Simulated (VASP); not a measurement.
Wanted: the native input for a VASP 6.6.1 run.

* Task: work function
* Functional: PBEsol
* Potentials or basis: VASP PAW PBE potentials, release 64 (Ti_sv, C)
* Cutoff: 520 eV
* k mesh: 10 × 10 × 1
* Occupations: methfessel-paxton, width 0.1 eV
* Spin: no spin polarisation
* Vacuum (Å): 22
* Dipole correction: yes
* Further INCAR settings: ALGO = Fast; EDIFF = 1e-06

The structure of TiC lies in POSCAR:

```
TiC
1.0
    3.0537113450      0.0000000000      0.0000000000
    0.0000000000      3.0537113450      0.0000000000
    0.0000000000      0.0000000000     34.9558000008
Ti C
7 7
Direct
    0.5000000000      0.5000000000      0.3146831141
    0.0000000000      0.0000000000      0.3764554094
    0.5000000000      0.5000000000      0.4382277047
    0.0000000000      0.0000000000      0.5000000000
    0.5000000000      0.5000000000      0.5617722953
    0.0000000000      0.0000000000      0.6235445906
    0.5000000000      0.5000000000      0.6853168859
    0.0000000000      0.0000000000      0.3146831141
    0.5000000000      0.5000000000      0.3764554094
    1.0000000000      0.0000000000      0.4382277047
    0.5000000000      0.5000000000      0.5000000000
    0.0000000000      0.0000000000      0.5617722953
    0.5000000000      0.5000000000      0.6235445906
    0.0000000000      1.0000000000      0.6853168859
```

These files were run (other wordings do the same):

INCAR

```
ALGO     = Fast           # electronic algorithm
DIPOL    = 0.5 0.5 0.500
EDIFF    = 1E-6           # SCF threshold, eV
ENCUT    = 520            # plane-wave cutoff, eV
GGA      = PS             # functional
IDIPOL   = 3            
ISIF     = 2              # what is computed and relaxed
ISMEAR   = 1              # smearing method
KPAR     = 8            
LASPH    = T              # aspherical terms in the spheres
LCHARG   = T              # write CHGCAR
LDIPOL   = T            
LREAL    = F              # projectors in reciprocal space
LVACPOTAV= T            
LVHAR    = T            
LWAVE    = F              # write WAVECAR
NELM     = 60             # most SCF steps
PREC     = Accurate       # precision mode
SIGMA    = 0.1            # smearing width, eV
```

KPOINTS

```
k-points
0
Gamma
  10 10 1
```

Potentials or basis: VASP PAW PBE potentials, release 64 (Ti_sv, C).

Command:

```console
$ cat potpaw_PBE.64/Ti_sv/POTCAR potpaw_PBE.64/C/POTCAR > POTCAR
$ mpirun -np 8 vasp_std > vasp.out
```

It gave:

```yaml
Largest_force: 1.600 eV/Å
Band_gap_on_the_k_mesh: none (metal or under the smearing width)
Work_function_of_the_upper_face: 4.21 eV
Work_function_of_the_lower_face: 4.21 eV
```

Caveat: the PAW data sets were made with another functional, which shifts forces and pressure a little.

It took 10 min on 8 MPI ranks on Intel(R) Xeon(R) Platinum 8375C CPU @ 2.90GHz (Ice Lake) (shared host), peak memory 0.58 GiB a rank.
